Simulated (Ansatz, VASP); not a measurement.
Sn in VASP and in Ansatz

```
Sn
1.0
    -2.94014    2.94014    1.59930
     2.94014   -2.94014    1.59930
     2.94014    2.94014   -1.59930
Sn
2
Direct
  0.00000 0.00000 0.00000
  0.75000 0.25000 0.50000
```

Alike in both runs: task single point; functional LDA; k mesh 9 × 9 × 9; occupations gaussian, width 0.02 eV; no spin polarisation.

|  | VASP | Ansatz |
| --- | --- | --- |
| version | VASP 6.6.1 | Ansatz 0.2.0 |
| potentials or method | VASP PAW LDA potentials, release 64 (Sn_d) | Ansatz PAW |
| plane-wave cutoff (eV) | 520 | 420 |
| valence electrons in the cell | 28 | 28 |

VASP gave:

| Item | Value |
| --- | --- |
| gap on the k mesh at the Fermi level (eV) | none |
| pressure (GPa) | -2.8 |
| largest component of the traceless stress (GPa) | 0.22 |

**Question.** Which values does Ansatz return?

**Answer.** gap on the k mesh at the Fermi level (eV): none; pressure (GPa): -2.8; largest component of the traceless stress (GPa): 0.21.

A gap of «none» marks a metal or a gap that the smearing closes.

Caveats: the PAW data sets come from PBE, with cores solved anew for the run's functional, which leaves a small shift of forces and pressure (Ansatz).
